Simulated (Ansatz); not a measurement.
Runs of Ansatz 0.2.0 on CuO (Tenorite). The structure is monoclinic, space group C2/c (No. 15). Conventional cell: a = 4.684 Å, b = 3.423 Å, c = 5.129 Å, α = 90.00°, β = 99.54°, γ = 90.00°. Cu (site symmetry -1) has 4 O at 1.95 to 1.96 Å as nearest neighbours. O (site symmetry 2) has 4 Cu at 1.95 to 1.96 Å as nearest neighbours. 

```csv
share of exact exchange,gap on the mesh (eV),pressure (GPa),largest force (eV/Å)
0.4,none,-3.2,0.27
0.3,none,-1.1,0.28
0.1,none,3.3,0.27
0.05,none,(b),(c)
0.15,none,2.2,0.27
0.25,none,0.0,0.28
0.5,none,-5.2,0.25
0.2,none,(a),0.28
```

Alike in all rows: task single point; level HSE06 form with a typed share of exact exchange; potentials or basis Ansatz PAW; no spin polarisation; cell as given; k mesh 5 × 5 × 3; cutoff (eV) 420; smearing fermi-dirac 0.05 eV; the mesh is coarse, so values aren't converged.

Q: Fill in the values left out.

A: (a) 1.1; (b) 4.5; (c) 0.26.

Caveats: all runs use coarse meshes; the run has no spin polarisation, though such a crystal can be magnetic; the PAW data sets come from PBE, with cores solved anew for the run's functional, which leaves a small shift of forces and pressure; the thresholds are loose for stress.

A gap of «none» marks a metal or a gap under the smearing width.
